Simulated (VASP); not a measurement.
# Li (Im-3m) in VASP: equation of state, part 2 of 2

VASP 6.6.1. The steps go on from the part before.

### 4 Equation of state, PBE, 21.18 Å³/atom (volume scaled by 0.98)

INCAR

```
ALGO     = Normal         # electronic algorithm
EDIFF    = 1E-7           # SCF threshold, eV
ENCUT    = 520            # plane-wave cutoff, eV
GGA      = PE             # functional
ISIF     = 2              # what is computed and relaxed
ISMEAR   = -1             # smearing method
LASPH    = T              # aspherical terms in the spheres
LCHARG   = F              # write CHGCAR
LREAL    = F              # projectors in reciprocal space
LWAVE    = F              # write WAVECAR
NBANDS   = 8              # bands
NELM     = 80             # most SCF steps
PREC     = Accurate       # precision mode
SIGMA    = 0.05           # smearing width, eV
```

KPOINTS

```
k-points
0
Gamma
  11 11 11
```

POSCAR

```
Li
1.0
   -1.7428734707      1.7428734707      1.7428734707
    1.7428734707     -1.7428734707      1.7428734707
    1.7428734707      1.7428734707     -1.7428734707
Li
1
Direct
    0.0000000000      0.0000000000      0.0000000000
```

Launch:

```sh
$ cat potpaw_PBE.64/Li_sv/POTCAR > POTCAR
$ mpirun -np 1 vasp_std > vasp.out
```

It took 4.8 s on 1 thread of AMD EPYC 9R45 (Zen 5), shared host; peak memory 0.09 GiB.

It converged, with:

* Free energy: -1.9083 eV
* Band gap on the k mesh: none (metal or under the smearing width)

Caveat: the cutoff is under 1.25 times the usual one of these potentials, so pressure, stress and relaxed cells hold a basis-set (Pulay) error.

### 5 Equation of state, PBE, 22.04 Å³/atom (volume scaled by 1.02)

Edit INCAR of step 4 so:

```diff
@@ -6,6 +6,6 @@
 ISMEAR   = -1             # smearing method
-LASPH    = T              # aspherical terms in the spheres
-LCHARG   = F              # write CHGCAR
-LREAL    = F              # projectors in reciprocal space
-LWAVE    = F              # write WAVECAR
+LASPH    = True           # aspherical terms in the spheres
+LCHARG   = False          # write CHGCAR
+LREAL    = False          # projectors in reciprocal space
+LWAVE    = False          # write WAVECAR
 NBANDS   = 8              # bands
```

KPOINTS is that of step 4.

POSCAR

```
Li
1.0
   -1.7662705373      1.7662705373      1.7662705373
    1.7662705373     -1.7662705373      1.7662705373
    1.7662705373      1.7662705373     -1.7662705373
Li
1
Direct
    0.0000000000      0.0000000000      0.0000000000
```

Potentials or basis: VASP PAW PBE potentials, release 64 (Li_sv).

Launch:

```sh
$ cat potpaw_PBE.64/Li_sv/POTCAR > POTCAR
$ mpirun -np 1 vasp_std > vasp.out
```

OUTCAR:

```text
EDIFF = 1E-7
   ENCUT = 520
   GGA = PE
   ISIF = 2
   ISMEAR = -1
   LASPH = True
   LREAL = False
   NELM = 80
   PREC = Accurate

 ion  position               nearest neighbor table
   1  0.000  0.000  0.000-

  LATTYP: Found a body centered cubic cell.
 ALAT       =     3.5325410746

  Lattice vectors:

 A1 = (  -1.7662705373,   1.7662705373,   1.7662705373)
 A2 = (   1.7662705373,  -1.7662705373,   1.7662705373)
 A3 = (   1.7662705373,   1.7662705373,  -1.7662705373)

Analysis of symmetry for initial positions (statically):
=====================================================================
 Subroutine PRICEL returns:
 Original cell was already a primitive cell.

 Routine SETGRP: Setting up the symmetry group for a
 body centered cubic supercell.

 Subroutine GETGRP returns: Found 48 space group operations
 (whereof 48 operations were pure point group operations)
 out of a pool of 48 trial point group operations.

The static configuration has the point symmetry O_h .

Analysis of symmetry for dynamics (positions and initial velocities):
=====================================================================
 Subroutine PRICEL returns:
 Original cell was already a primitive cell.

 Routine SETGRP: Setting up the symmetry group for a
 body centered cubic supercell.

 Subroutine GETGRP returns: Found 48 space group operations
 (whereof 48 operations were pure point group operations)
 out of a pool of 48 trial point group operations.

The dynamic configuration has the point symmetry O_h .

 Subroutine INISYM returns: Found 48 space group operations
 (whereof 48 operations are pure point group operations),
 and found     1 'primitive' translations

----------------------------------------------------------------------------------------

                                     Primitive cell
[... 129 lines left out ...]
   EFERMI =   0.00;   METHOD = LEGACY
   ISMEAR =    -1;   SIGMA  =   0.05  broadening in eV -4-tet -1-fermi 0-gaus
   EFERMI_NEDOS =   21; number of points for ismear=-14 and -15
   IALGO  =     38    algorithm
   IMIX   =      4    mixing-type and parameters
     AMIX     =   0.40;   BMIX     =  1.00
     AMIX_MAG =   1.60;   BMIX_MAG =  1.00
  volume/ion in A,a.u.               =      22.04       148.74
  Fermi-wavevector in a.u.,A,eV,Ry     =   0.842115  1.591366  9.648674  0.709158
  Thomas-Fermi vector in A             =   1.956769
   LORBIT       =      0    0 simple, 1 ext, 2 COOP (PROOUT), +10 PAW based schemes
   GGA     = PE    functional components
   LHFCALC =     F    Hartree Fock is set to
   AEXX    =    0.0000 exact exchange contribution
   IVDW    =     0    specifies the selected vdW correction
   LEPSILON=     F    determine dielectric tensor
   LRPA    =     F    only Hartree local field effects (RPA)
 non-spin polarized calculation
  energy-cutoff  :      520.00
  volume of cell :       22.04
 maximum number of plane-waves:       606
   NGX = 11   NGY = 11   NGZ = 11

 number of electron       2.9999995 magnetization

 Free energy of the ion-electron system (eV)
  ---------------------------------------------------
  ext. energy  EPLUGINS =         0.00000000
  ---------------------------------------------------
  free energy    TOTEN  =        -1.90413735 eV

  energy without entropy =       -1.90043081  energy(sigma->0) =       -1.90228408

 E-fermi :   0.4181     XC(G=0):  -6.8436

 val. band max:        0.3769929355   @ k =  -0.3636   0.4545   0.0909
 cond. band min:       0.4235765695   @ k =   0.4545   0.0000   0.0000
 fundamental gap:      0.0465836340
 Fermi energy:         0.4181206138

 k-point     1 :       0.0000    0.0000    0.0000
  band No.  band energies     occupation
      1     -46.2751      2.00000
      2      -3.0497      2.00000
      3      14.1519      0.00000
      4      14.1519      0.00000
      5      14.1520      0.00000
      6      18.7557      0.00000
      7      18.7557      0.00000
      8      18.7557      0.00000
[... 419 lines left out ...]
 k-point    40 :       0.2727    0.2727    0.1818
  band No.  band energies     occupation
      1     -46.2602      2.00000
      2       3.1624      0.00000
      3       3.1625      0.00000
      4       4.6589      0.00000
      5       8.2455      0.00000
      6      21.5951      0.00000
      7      22.7724      0.00000
      8      22.7724      0.00000

 [... further k-points ...]
[... 5 lines left out ...]
  --------------------------------------------------------------------------------------
  -------------------------------------------------------------------------------------
  Total       -0.1492559     -0.1492559     -0.1492559     -0.0000000     -0.0000000     -0.0000000
  in kB      -10.8495180    -10.8495180    -10.8495180     -0.0000000     -0.0000000     -0.0000000
  external PRESSURE =     -10.8495180 kB  Pullay stress =       0.0000000 kB

 VOLUME and BASIS-vectors are now :
 -----------------------------------------------------------------------------
  energy-cutoff  :      520.00
  volume of cell :       22.04
      direct lattice vectors                 reciprocal lattice vectors
    -1.766270537  1.766270537  1.766270537     0.000000000  0.283082342  0.283082342
     1.766270537 -1.766270537  1.766270537     0.283082342  0.000000000  0.283082342
     1.766270537  1.766270537 -1.766270537     0.283082342  0.283082342  0.000000000

 POSITION                                       TOTAL-FORCE (eV/Angst)
 -----------------------------------------------------------------------------------
      0.00000      0.00000      0.00000         0.000000      0.000000      0.000000
 -----------------------------------------------------------------------------------
    total drift:                               -0.000000     -0.000000      0.000000

  FREE ENERGIE OF THE ION-ELECTRON SYSTEM (eV)
  ---------------------------------------------------
  free  energy   TOTEN  =        -1.9041373498 eV

  energy  without entropy=       -1.9004308077  energy(sigma->0) =       -1.90228408
```

stdout:

```text
POSCAR found type information on POSCAR Li
 POSCAR found :  1 types and       1 ions
 scaLAPACK will be used
 LDA part: xc-table for (Slater+PW92), standard interpolation
 POSCAR, INCAR and KPOINTS ok, starting setup
 FFT: planning ... GRIDC
 FFT: planning ... GRID_SOFT
 FFT: planning ... GRID
 WAVECAR not read
 entering main loop
```

Wall time 4.9 s (1 thread of AMD EPYC 9R45 (Zen 5), shared host); peak memory 0.09 GiB.

What came out:

| Property | Result |
| --- | --- |
| Free energy | -1.9041 eV |
| Band gap on the k mesh | none (metal or under the smearing width) |

Caveat: the cutoff is under 1.25 times the usual one of these potentials, so pressure, stress and relaxed cells hold a basis-set (Pulay) error.

### 6 Equation of state, PBE, 22.47 Å³/atom (volume scaled by 1.04)

INCAR

```
SYSTEM = Li
PREC = Accurate ; ENCUT = 520
EDIFF = 1E-7 ; ISMEAR = -1
SIGMA = 0.05 ; LREAL = .FALSE.
LASPH = .TRUE. ; NELM = 100
ALGO = Normal ; ISIF = 2
LWAVE = .FALSE. ; LCHARG = .FALSE.
GGA = PE ; NBANDS = 8
```

KPOINTS

```
Automatic mesh
0
G
  11 11 11
  0 0 0
```

POSCAR

```
Li
1.0
   -1.7777401479      1.7777401479      1.7777401479
    1.7777401479     -1.7777401479      1.7777401479
    1.7777401479      1.7777401479     -1.7777401479
Li
1
Direct
    0.0000000000      0.0000000000      0.0000000000
```

Potentials or basis: VASP PAW PBE potentials, release 64 (Li_sv).

Launch:

```sh
$ cat potpaw_PBE.64/Li_sv/POTCAR > POTCAR
$ mpirun -np 1 vasp_std > vasp.out
```

Run time: 5 s. Hardware: 1 thread of AMD EPYC 9R45 (Zen 5), shared host; peak memory 0.09 GiB.

The run converged. Its results:

| Quantity | Value |
| --- | --- |
| Free energy | -1.9012 eV |
| Band gap on the k mesh | none (metal or under the smearing width) |

Caveat: the cutoff is under 1.25 times the usual one of these potentials, so pressure, stress and relaxed cells hold a basis-set (Pulay) error.

### 7 Equation of state, PBE, 22.91 Å³/atom (volume scaled by 1.06)

INCAR

```
  PREC = Accurate
  ENCUT = 520
  EDIFF = 1E-7
  ISMEAR = -1
  SIGMA = 0.05
  LREAL = F
  LASPH = T
  NELM = 80
  ALGO = Normal
  ISIF = 2
  LWAVE = F
  LCHARG = F
  GGA = PE
  NBANDS = 8
```

KPOINTS

```
Automatic mesh
0
Gamma
  11 11 11
```

POSCAR

```
Li
1.0
   -1.7890636389      1.7890636389      1.7890636389
    1.7890636389     -1.7890636389      1.7890636389
    1.7890636389      1.7890636389     -1.7890636389
Li
1
Direct
    0.0000000000      0.0000000000      0.0000000000
```

Launch:

```sh
$ cat potpaw_PBE.64/Li_sv/POTCAR > POTCAR
$ mpirun -np 1 vasp_std > vasp.out
```

Run time: 5.1 s. Hardware: 1 thread of AMD EPYC 9R45 (Zen 5), shared host; peak memory 0.1 GiB.

Results (log left out):

```yaml
Free_energy: -1.8978 eV
Band_gap_on_the_k_mesh: none (metal or under the smearing width)
```

Caveat: the cutoff is under 1.25 times the usual one of these potentials, so pressure, stress and relaxed cells hold a basis-set (Pulay) error.

### 8 Equation of state, PBE

Potentials or basis: VASP PAW PBE potentials, release 64 (Li_sv).

This step only gathers the single runs of the series.

What came out:

- Equilibrium volume: 20.31 Å³/atom (rough: see the caveat)
- Bulk modulus: 13.9 GPa (rough)

Energy against volume, from the lowest point:
| volume (Å³/atom) | energy (meV/atom) |
| --- | --- |
| 20.312 | 0.00 |
| 20.744 | 0.40 |
| 21.177 | 1.53 |
| 21.609 | 3.31 |
| 22.041 | 5.69 |
| 22.473 | 8.62 |
| 22.905 | 12.04 |

Caveat: the cutoff is under 1.25 times the usual one of these potentials, so pressure, stress and relaxed cells hold a basis-set (Pulay) error; the minimum lies outside the volumes run.
